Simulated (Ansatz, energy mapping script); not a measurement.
# MnS (Browneite): J from the energies of magnetic orders

Wanted: the magnetic order of MnS (Browneite), its couplings and an estimate of its ordering temperature, by PBE+U (4 eV).

Calculated with Ansatz 0.2.0; PBE with U = 4 eV on Mn d, ortho-atomic projectors; plane waves, U on orthogonalised atomic orbitals unless named otherwise, collinear spin, no spin–orbit coupling.

## 1. The starting structure

It takes space group F-43m (No. 216, cubic). Conventional cell: a = 5.600 Å, b = 5.600 Å, c = 5.600 Å, α = 90.00°, β = 90.00°, γ = 90.00°. Nearest to Mn lie 4 S at 2.42 Å. Nearest to S lie 4 Mn at 2.42 Å. Farther neighbours and most contacts between anions are not listed.

A Hubbard U penalises fractional filling of the shell. It raises the cost of virtual hops to the neighbours, so couplings that rest on such hops usually weaken.

## 2. A first run with parallel moments

One run in the crystal's own cell, under PBE with U = 3.6 eV on Mn d, ortho-atomic projectors, shows which elements keep a moment. Transition or f elements with 0.3 μB or more enter the spin model; moments induced on other atoms do not.

input.yaml reads:

```yaml
crystal:
  lattice:
    - [0.0, 2.8, 2.8]
    - [2.8, 0.0, 2.8]
    - [2.8, 2.8, 0.0]
  atoms:
    - { symbol: Mn, position: [0.0, 0.0, 0.0], spin: 4.5 }
    - { symbol: S, position: [0.25, 0.25, 0.25] }
magnetization:
  spin_polarized: true
kpoints:
  mp_grid: { grid: [8, 8, 8] }
hamiltonian:
  xc: pbe
  hubbard:
    sites: [{ species: Mn, l: d, u_eff: 3.6 }]
    projectors: ortho-atomic
scf:
  occupations: { method: fermi_dirac, width: 0.05 }
output:
  eigenvalues: true
```

Launch:

```sh
$ ansatz run input.yaml --threads 4 --pin off --max-ram 8192MiB --backend cpu --events-out ev --progress --plain --runs-dir out
```

Numbers of over 12 decimals in the logs are rounded to 6 here.

The program printed:

```text
Engine: ansatz 0.2.0, aarch64-unknown-linux-gnu
Pseudopotentials: kind: paw
Pseudopotential: Mn, paw, valence charge 15, recommended cutoff 420 eV (normal), Mn.paw.azcp
Pseudopotential: S, paw, valence charge 6, recommended cutoff 420 eV (normal), S.paw.azcp
Functional definition: PBE
  parameter kappa = 0.804
  parameter beta = 0.066725
  exchange = pbe_x(kappa = kappa, mu = beta*pi^2/3)
  correlation = pbe_c(beta = beta)
Crystal: 2 atoms, lattice volume = 43.904 Å³
Basis set: ecut = 420 eV, 869 PW (Γ)
Bands: 17, of which v1, the nominal top of the filled ones, is band 11 counted from 1 (10 counted from 0)
Symmetry: 24 space group operations
Space group: F-43m (ITA 216), of the structure as read, at distance tolerance 3.5e-5 Å
Magnetic group: BNS 216.74 (UNI 1576), of the structure as read, at distance tolerance 3.5e-5 Å
k-points: 29 of 512 (time reversal used)
Non-local potential: Mn, projectors of the file, l = 0: 3, l = 1: 2, l = 2: 3, l = 3: 1
Non-local potential: S, projectors of the file, l = 0: 2, l = 1: 2, l = 2: 2
PAW form: soft (Blöchl's): semilocal exchange-correlation on the pseudo side does not see the compensation charge
PAW one-centre angular grid: Mn, 590 points (default); XC on 64 Gauss nodes
PAW one-centre angular grid: S, 110 points (default); XC on 64 Gauss nodes
Initial density: superposition of atomic densities (chi_scale 0.1, normalization cell, long waves kept (reshape's long-wave potential 0.00 eV rms))
Starting moments: Σ|m| = 4.5 μB on 1 of 2 sites
Initial wavefunctions: pseudopotential atomic-orbital guess
Functional: x = pbe(κ = 0.804, μ = 0.219515), c = pbe(β = 0.066725)
SCF iter   1: F=—  HF=-4801.283392 eV  |F-HF|=—  |Δ(HF+E_count)|=         —  Δρ=5.52e-2 (↑5.52e-2 ↓2.76e-2)  dr2=2.20e0  dr2_m=1.93e-1  M=5.000 μB ∫|m|=5.000 μB  β_m=1.00  ethr=3.10e-3  ⟨swp⟩=4.7  Hψ=4696  notcnv=0
preconditioner: auto → none  [insulator: Δε(μ)=0.675 eV  Ē_g=10.370 eV  σ=0.050 eV  W_gap=0.99  n_scr=14 (ndim 8)  ℏωp=20.2 eV  f_vac=0.000  D(μ)=0.00/eV (n_scr^D=0)  ε∞_Penn≈4.8]
SCF iter   2: F=—  HF=-4800.986073 eV  |F-HF|=—  |Δ(HF+E_count)|=   2.97e-1  Δρ=1.10e-2 (↑9.82e-3 ↓1.10e-2)  dr2=1.83e-1  dr2_m=8.65e-3  M=5.000 μB ∫|m|=5.000 μB  β_m=1.00  ethr=3.10e-3  ⟨swp⟩=3.0  Hψ=2441  notcnv=0  defer=57
SCF iter   3: F=—  HF=-4801.082821 eV  |F-HF|=—  |Δ(HF+E_count)|=   9.67e-2  Δρ=6.02e-3 (↑6.02e-3 ↓5.58e-3)  dr2=4.94e-2  dr2_m=6.62e-4  M=5.000 μB ∫|m|=5.000 μB  β_m=1.00  ethr=8.70e-4  ⟨swp⟩=2.5  Hψ=1595  notcnv=0  defer=57
SCF iter   4: F=—  HF=-4801.135202 eV  |F-HF|=—  |Δ(HF+E_count)|=   5.24e-2  Δρ=2.59e-3 (↑2.59e-3 ↓2.08e-3)  dr2=5.60e-3  dr2_m=1.23e-4  M=5.000 μB ∫|m|=5.000 μB  β_m=0.30  ethr=2.35e-4  ⟨swp⟩=2.3  Hψ=1507  notcnv=0  defer=57
Mixer restart at iter 4: flushing history
spin-set hold released at iteration 4 (site moments contracting): the magnetisation degrees of freedom join the quasi-Newton model from the next iteration; the mixer history was flushed
SCF iter   5: F=—  HF=-4801.159351 eV  |F-HF|=—  |Δ(HF+E_count)|=   2.41e-2  Δρ=1.73e-3 (↑1.73e-3 ↓1.37e-3)  dr2=2.29e-3  dr2_m=7.74e-5  M=5.000 μB ∫|m|=5.000 μB  β_m=0.64  ethr=2.67e-5  ⟨swp⟩=1.5  Hψ=1058  notcnv=0  defer=57
SCF iter   6: F=—  HF=-4801.183769 eV  |F-HF|=—  |Δ(HF+E_count)|=   2.44e-2  Δρ=7.84e-4 (↑7.84e-4 ↓5.43e-4)  dr2=9.08e-4  dr2_m=9.14e-6  M=5.000 μB ∫|m|=5.000 μB  β_m=0.53  ethr=1.09e-5  ⟨swp⟩=2.0  Hψ=1830  notcnv=0  defer=57
SCF iter   7: F=—  HF=-4801.183497 eV  |F-HF|=—  |Δ(HF+E_count)|=   2.72e-4  Δρ=2.45e-4 (↑2.45e-4 ↓1.38e-4)  dr2=3.72e-5  dr2_m=6.31e-6  M=5.000 μB ∫|m|=5.000 μB  β_m=0.48  ethr=4.33e-6  ⟨swp⟩=2.5  Hψ=1537  notcnv=0  defer=57
SCF iter   8: F=—  HF=-4801.183492 eV  |F-HF|=—  |Δ(HF+E_count)|=   5.32e-6  Δρ=7.04e-5 (↑7.04e-5 ↓6.27e-5)  dr2=1.27e-6  dr2_m=1.38e-6  M=5.000 μB ∫|m|=5.000 μB  β_m=0.68  ethr=1.77e-7  ⟨swp⟩=2.0  Hψ=1406  notcnv=0  defer=57
SCF iter   9: F=—  HF=-4801.183494 eV  |F-HF|=—  |Δ(HF+E_count)|=   2.23e-6  Δρ=2.59e-5 (↑2.59e-5 ↓1.16e-5)  dr2=1.49e-7  dr2_m=1.03e-7  M=5.000 μB ∫|m|=5.000 μB  β_m=0.70  ethr=6.04e-9  ⟨swp⟩=2.2  Hψ=1391  notcnv=0  defer=57
SCF iter  10: F=-4801.183494 eV  HF=-4801.183494 eV  |F-HF|=8.58e-9  |Δ(HF+E_count)|=   1.02e-7  Δρ=4.13e-6 (↑4.13e-6 ↓3.91e-6)  dr2=1.29e-9  dr2_m=6.14e-9  M=5.000 μB ∫|m|=5.000 μB  ethr=4.76e-10  ⟨swp⟩=6.2  Hψ=3798  notcnv=0
SCF 1 converged in 10 iterations: F = -4801.183494 eV  dr2 = 1.29e-9
[...]
SCF converged after 10 iterations
Magnetization: 5.0000 μB (13.0000 up, 8.0000 down)
Absolute magnetization: 5.0000 μB (∫|ρ↑−ρ↓|, with the PAW one-centre terms)
Spin contamination: 0.0133 ħ² per cell (⟨S²⟩ above its minimum at these occupations)
Per-site moments (μB) at R_I (Å): [(4.340664, 1.000259), (0.057297, 1.000259)]
Free energy (F): -4801.183494 eV
Harris-Foulkes:  -4801.183494 eV  (|F-HF|=8.58e-9)
Internal energy: -4801.183494 eV  (E = F + TS)
E sigma→0 (E₀):  -4801.183494 eV
Entropy (-TS):   -0.000000 eV (-0.000 meV/atom)
Fermi energy:    7.840360 eV
--- Per-component energies (eV) ---
  E_band       = -367.693595
  E_kinetic    = 404.781548
  E_local      = -2793.434239  (includes V_loc(G=0)·N_el)
  E_nonlocal   = 280.427660
  E_hartree    = 1144.975605
  E_xc         = -208.170033
  E_vxc        = -229.338860  (∫ρ·V_xc dr)
  E_hubbard    = 0.548908  (on-site DFT+U / exact-exchange correction)
  E_vhub       = -8.385211  (the Hubbard potential's part of the band-sum identity)
  E_paw        = -1906.215771  (= ΣΔE_a)
  E_vpaw       = -311.696809  (= ΣTr[D̂ρ^β])
  E_aug_tail   = -0.000008  (compensation charges beyond the density's cutoff)
  E_ewald      = -1724.097164
  E_smearing   = -0.000000  (= −TS)
  E_closure    = 0.000000  (closes the sum)
  Σ components = -4801.183494   (vs F -4801.183494, Δ=0.00e0)
--- Band table (eV; the first three rows and the last of 58) ---
  k-point 0 ↑: bands = [... 7 lower, 1.1585, 2.2186, 2.2186, 7.2500, 7.2500, 7.2500, 8.4673, 13.2787, ... 2 higher]
  k-point 1 ↑: bands = [... 7 lower, 1.2006, 2.2126, 2.2126, 6.2962, 7.0923, 7.0923, 9.2537, 13.1402, ... 2 higher]
  k-point 2 ↑: bands = [... 7 lower, 1.2910, 2.2222, 2.2222, 4.8415, 6.7300, 6.7300, 10.0934, 13.2510, ... 2 higher]
  k-point 28 ↓: bands = [... 7 lower, 4.1079, 8.6900, 9.4509, 10.1687, 10.2550, 10.7849, 13.6081, 14.7176, ... 2 higher]
Occupation matrices written to <dir>
```

Run time: 1.2 s. Hardware: 4 threads of Arm Neoverse V2, shared host; peak memory 0.32 GiB.

Spin moment in the sphere by atom:

| atom | spin moment in the sphere (μB) |
| --- | --- |
| Mn1 | 4.34 |
| S2 | 0.06 |

The run ends ferromagnetic; Mn carries the moments.

## 3. A run to fix the orbital filling

A corrected shell can settle in several orbital fillings. One parallel run, with an occupation width a fifth wider than the orders use, therefore is to supply the occupation matrices. All orders start from them.

input.yaml, the sections that differ from step 2:

```yaml
hamiltonian:
  xc: pbe
  hubbard:
    sites: [{ species: Mn, l: d, u_eff: 4.0 }]
    projectors: ortho-atomic
scf:
  occupations: { method: fermi_dirac, width: 0.06 }
# crystal, magnetization, kpoints, output: as in step 2
```

The program printed:

```text
[...]
Crystal: 2 atoms, lattice volume = 43.904 Å³
Basis set: ecut = 420 eV, 869 PW (Γ)
Bands: 17, of which v1, the nominal top of the filled ones, is band 11 counted from 1 (10 counted from 0)
Symmetry: 24 space group operations
[...]
k-points: 29 of 512 (time reversal used)
[...]
Starting moments: Σ|m| = 4.5 μB on 1 of 2 sites
[...]
SCF iter   1: F=—  HF=-4801.195203 eV  |F-HF|=—  |Δ(HF+E_count)|=         —  Δρ=5.52e-2 (↑5.52e-2 ↓2.64e-2)  dr2=2.07e0  dr2_m=2.09e-1  M=5.000 μB ∫|m|=5.000 μB  β_m=1.00  ethr=3.10e-3  ⟨swp⟩=4.6  Hψ=4697  notcnv=0
[...]
SCF iter  10: F=-4801.123691 eV  HF=-4801.123691 eV  |F-HF|=8.37e-9  |Δ(HF+E_count)|=   1.69e-7  Δρ=3.97e-6 (↑3.97e-6 ↓3.82e-6)  dr2=1.18e-9  dr2_m=5.78e-9  M=5.000 μB ∫|m|=5.000 μB  ethr=4.76e-10  ⟨swp⟩=6.2  Hψ=3858  notcnv=0
SCF 1 converged in 10 iterations: F = -4801.123691 eV  dr2 = 1.18e-9
[...]
SCF converged after 10 iterations
Magnetization: 5.0000 μB (13.0000 up, 8.0000 down)
Absolute magnetization: 5.0000 μB (∫|ρ↑−ρ↓|, with the PAW one-centre terms)
[...]
Per-site moments (μB) at R_I (Å): [(4.352903, 1.000259), (0.049700, 1.000259)]
Free energy (F): -4801.123691 eV
[...]
Internal energy: -4801.123691 eV  (E = F + TS)
E sigma→0 (E₀):  -4801.123691 eV
Entropy (-TS):   -0.000000 eV (-0.000 meV/atom)
Fermi energy:    7.860329 eV
[...]
--- Band table (eV; the first three rows and the last of 58) ---
  k-point 0 ↑: bands = [... 7 lower, 0.9785, 1.9915, 1.9915, 7.2152, 7.2152, 7.2152, 8.4712, 13.2793, ... 2 higher]
  k-point 1 ↑: bands = [... 7 lower, 1.0203, 1.9857, 1.9857, 6.2529, 7.0576, 7.0576, 9.2578, 13.1412, ... 2 higher]
  k-point 2 ↑: bands = [... 7 lower, 1.1097, 1.9954, 1.9954, 4.7731, 6.6961, 6.6961, 10.0973, 13.2547, ... 2 higher]
  k-point 28 ↓: bands = [... 7 lower, 4.1140, 8.8257, 9.6089, 10.3352, 10.4062, 10.9390, 13.6307, 14.7235, ... 2 higher]
Occupation matrices written to <dir>
```

Wall time 1.2 s (4 threads); peak memory 0.32 GiB; 4.1 s of CPU time.

This step gave:

* final state: ferromagnetic
* electrons in the corrected shells: 5.257 e
* largest moment: 4.353 μB

## 4. Run 1 (parallel; cell A, 4 atoms)

Each cell gets its own parallel run on the same mesh, so that most of the mesh error cancels in the differences.

input.yaml reads:

```yaml
crystal:
  lattice:
    - [0.0, -2.8, -2.8]
    - [0.0, 2.8, -2.8]
    - [5.6, 0.0, 0.0]
  atoms:
    - { symbol: Mn, position: [0.5, 0.5, 0.5], spin: 4.5 }
    - { symbol: Mn, position: [0.0, 0.0, 0.0], spin: 4.5 }
    - { symbol: S, position: [0.0, 0.5, 0.75] }
    - { symbol: S, position: [0.5, 0.0, 0.25] }
magnetization:
  spin_polarized: true
kpoints:
  mp_grid: { grid: [7, 7, 5] }
hamiltonian:
  xc: pbe
  hubbard:
    sites:
      - { species: Mn, l: d, u_eff: 4.0 }
      - { site: 0, l: d, u_eff: 4.0, starting_ns: [{ spin: up, occupation_matrix: mn1_major }, { spin: down, occupation_matrix: mn1_minor }] }
      - { site: 1, l: d, u_eff: 4.0, starting_ns: [{ spin: up, occupation_matrix: mn1_major }, { spin: down, occupation_matrix: mn1_minor }] }
    projectors: ortho-atomic
    occupation_matrices:
      mn1_major:
        matrix:
          - [0.996, 0.0, 0.0, 0.0, 0.0]
          - [0.0, 0.993, 0.0, 0.0, 0.0]
          - [0.0, 0.0, 0.993, 0.0, 0.0]
          - [0.0, 0.0, 0.0, 0.996, 0.0]
          - [0.0, 0.0, 0.0, 0.0, 0.993]
      mn1_minor:
        matrix:
          - [0.025, 0.0, 0.0, 0.0, 0.0]
          - [0.0, 0.078, 0.0, 0.0, 0.0]
          - [0.0, 0.0, 0.078, 0.0, 0.0]
          - [0.0, 0.0, 0.0, 0.025, 0.0]
          - [0.0, 0.0, 0.0, 0.0, 0.078]
scf:
  occupations: { method: fermi_dirac, width: 0.05 }
output:
  eigenvalues: true
  write_density: true
  write_potential: true
  elf: true
  volumetric_format: npy
```

The program printed:

```text
[...]
Crystal: 4 atoms, lattice volume = 87.808 Å³
Basis set: ecut = 420 eV, 1715 PW (Γ)
Bands: 31, of which v1, the nominal top of the filled ones, is band 21 counted from 1 (20 counted from 0)
Symmetry: 16 space group operations
[...]
k-points: 30 of 245 (time reversal used)
[...]
Starting moments: Σ|m| = 9 μB on 2 of 4 sites
[...]
SCF iter   1: F=—  HF=-9602.472582 eV  |F-HF|=—  |Δ(HF+E_count)|=         —  Δρ=5.52e-2 (↑5.52e-2 ↓2.70e-2)  dr2=4.26e0  dr2_m=4.03e-1  M=10.000 μB ∫|m|=10.000 μB  β_m=1.00  ethr=3.10e-3  ⟨swp⟩=5.8  Hψ=7244  notcnv=0
[...]
spin=Collinear: Resta preconditioning applied to the charge; magnetization (m = ρ↑ − ρ↓) channel mixes plain (no charge-response kernel on spin).
SCF iter   2: F=—  HF=-9602.048393 eV  |F-HF|=—  |Δ(HF+E_count)|=   4.24e-1  Δρ=1.91e-2 (↑1.91e-2 ↓1.31e-2)  dr2=9.58e-1  dr2_m=2.61e-2  M=10.000 μB ∫|m|=10.000 μB  β_m=1.00  ethr=3.10e-3  ⟨swp⟩=2.6  Hψ=3980  notcnv=0  defer=145
[...]
SCF iter  12: F=-9602.247418 eV  HF=-9602.247418 eV  |F-HF|=1.67e-7  |Δ(HF+E_count)|=   2.61e-6  Δρ=3.85e-6 (↑3.85e-6 ↓3.76e-6)  dr2=7.68e-8  dr2_m=6.99e-10  M=10.000 μB ∫|m|=10.000 μB  ethr=2.38e-10  ⟨swp⟩=6.4  Hψ=7260  notcnv=0
SCF 1 converged in 12 iterations: F = -9602.247418 eV  dr2 = 7.68e-8
[...]
SCF converged after 12 iterations
Magnetization: 10.0000 μB (26.0000 up, 16.0000 down)
Absolute magnetization: 10.0000 μB (∫|ρ↑−ρ↓|, with the PAW one-centre terms)
[...]
Per-site moments (μB) at R_I (Å): [(4.352917, 1.000259), (4.352917, 1.000259), (0.049674, 1.000259), (0.049674, 1.000259)]
Free energy (F): -9602.247418 eV
[...]
Internal energy: -9602.247418 eV  (E = F + TS)
E sigma→0 (E₀):  -9602.247418 eV
Entropy (-TS):   -0.000000 eV (-0.000 meV/atom)
Fermi energy:    7.863903 eV
[...]
--- Specified on-site occupations, and those of the state reported ---
  electrons in the specified blocks: 10.5100 specified, 10.5148 found
  site 0 (l=d) ↑: largest change of an orbital's occupation 0.0004; electrons 4.9710 specified, 4.9722 found; spectral distance 0.0006
[...]
site 0 (l=d) ↓: largest change of an orbital's occupation 0.0003; electrons 0.2840 specified, 0.2852 found; spectral distance 0.0005
[...]
--- Band table (eV; the first three rows and the last of 60) ---
  k-point 0 ↑: bands = [... 17 lower, 1.9913, 2.1859, 2.2075, 3.4034, 4.6740, 4.6740, 7.2151, 7.2151, ... 6 higher]
  k-point 1 ↑: bands = [... 17 lower, 2.0096, 2.0193, 2.1670, 3.8697, 4.9179, 4.9179, 6.5748, 6.9391, ... 6 higher]
  k-point 2 ↑: bands = [... 17 lower, 1.8895, 2.0578, 2.1179, 4.7455, 5.5269, 5.5269, 5.6643, 6.2800, ... 6 higher]
  k-point 29 ↓: bands = [... 17 lower, 8.9000, 9.6254, 9.6540, 10.1889, 10.2785, 10.4813, 10.5260, 10.8875, ... 6 higher]
Occupation matrices written to <dir>
```

Wall time 5.5 s (4 threads); peak memory 0.42 GiB.

Spin moment in the sphere by atom:

| atom | spin moment in the sphere (μB) |
| --- | --- |
| Mn1 | 4.35 |
| Mn2 | 4.35 |
| S3 | 0.05 |
| S4 | 0.05 |

The run ends ferromagnetic.

Spin density in the ac plane of the conventional cell at fractional y = 0.000, with atoms of Mn within 0.2 Å of it.

Ten even steps from '0' (0.0 e/Å³) to '9' (7.5 e/Å³), each cell a mean:
```
7200000000000015
1000000000000001
0000000000000000
0000000000000000
0000000000000000
0000000000000000
0000000231000000
0000001793000000
0000001572000000
0000000110000000
0000000000000000
0000000000000000
0000000000000000
0000000000000000
3100000000000002
9300000000000017
```
Columns run along a (5.6 Å), rows up along c (5.6 Å), edges of the conventional cell, whose origin can differ from the input's. Atoms in or near the plane, at fractional coordinates: Mn at (0.50, 0.50), Mn at (0.00, 0.00).

ELF in the ac plane of the conventional cell at fractional y = 0.000, with atoms of Mn within 0.2 Å of it. It is the smooth field of the valence electrons, not physical close to the nuclei.

Ten even steps from '0' (0.01) to '9' (0.86), each cell a mean:
```
9631100000011158
5322321000122125
2124542001344311
1235653112456421
0135542111355421
0123322332234310
0011214775212100
0000125997311000
0001115896311000
0012212553223210
0134431121245420
1245642112356531
1135542101355421
3223431001233223
7521210000112147
9731100000001259
```
Columns run along a (5.6 Å), rows up along c (5.6 Å), edges of the conventional cell, whose origin can differ from the input's. Atoms in or near the plane, at fractional coordinates: Mn at (0.50, 0.50), Mn at (0.00, 0.00).

(Continued in part 2 of 3.)

[Logs and program files are shortened in this print: banners, set-up blocks, solver, clock and traceback lines can be left out without a mark of their own.]

[Logs are printed without paths, hosts, clocks, repeated set-up lines and the standing remarks that a program may print on its own settings, such as how far it seeks lower states.]

[Hosts, paths, dates, database ids (printed as entryN), source tags and the programs' standing remarks are cut or masked in the printed files.]

[Where a cell is said to come from a database of computed structures, the database is the Materials Project.]
